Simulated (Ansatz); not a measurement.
# BN under changes of volume

One of the cells (5.959 Å³/atom); the others are scaled copies at fixed shape and fractional positions:

```
N B
1.0
     0.00000    1.81300    1.81300
     1.81300    0.00000    1.81300
     1.81300    1.81300    0.00000
N B
1 1
Direct
  0.25000 0.25000 0.25000
  0.00000 0.00000 0.00000
```

The cell is a database's computed one.

```yaml
Program: Ansatz 0.2.0
Functional: PBEsol
Potentials_or_basis: all-electron LAPW, scalar-relativistic
Cutoff: 486 eV (chosen from the basis error)
Basis_error_allowed: 0.0005 eV/atom
k_mesh: 13 × 13 × 13
Occupations: fermi-dirac, width 0.05 eV
Spin: no spin polarisation
```

```tsv
volume (Å³/atom)	energy over the lowest point (meV/atom)	pressure (GPa)	gap on the mesh (eV)
5.602	14.61	18.9	4.42
5.721	4.04	9.7	4.40
5.840	0.00	1.3	4.37
5.959	?	?	?
6.078	9.19	-13.2	4.33
6.198	21.40	-19.5	4.30
6.317	38.07	-25.2	4.28
```

Problem. What does the run at 5.959 Å³/atom give?

Solution. Energy over the lowest point 1.90 meV/atom; pressure -6.3 GPa; gap on the mesh 4.35 eV.

Worked out: A Birch-Murnaghan fit of order 3 (a polynomial in V^(-2/3)) to the other rows has its minimum at 5.86 Å³/atom with B0 = V·E''(V) = 386 GPa and B' = 3.8. It gives 1.89 meV/atom at 5.959 Å³/atom, against the run's 1.90, and -dE/dV = -6.3 GPa, against -6.3. A straight line through the other rows of the gap, of slope -1.18 eV per unit of ln V, gives 4.35 eV, against the run's 4.35.

Energies are extrapolated to zero smearing.

Caveats: an odd mesh through Γ misses points on the zone boundary, where band edges often lie.
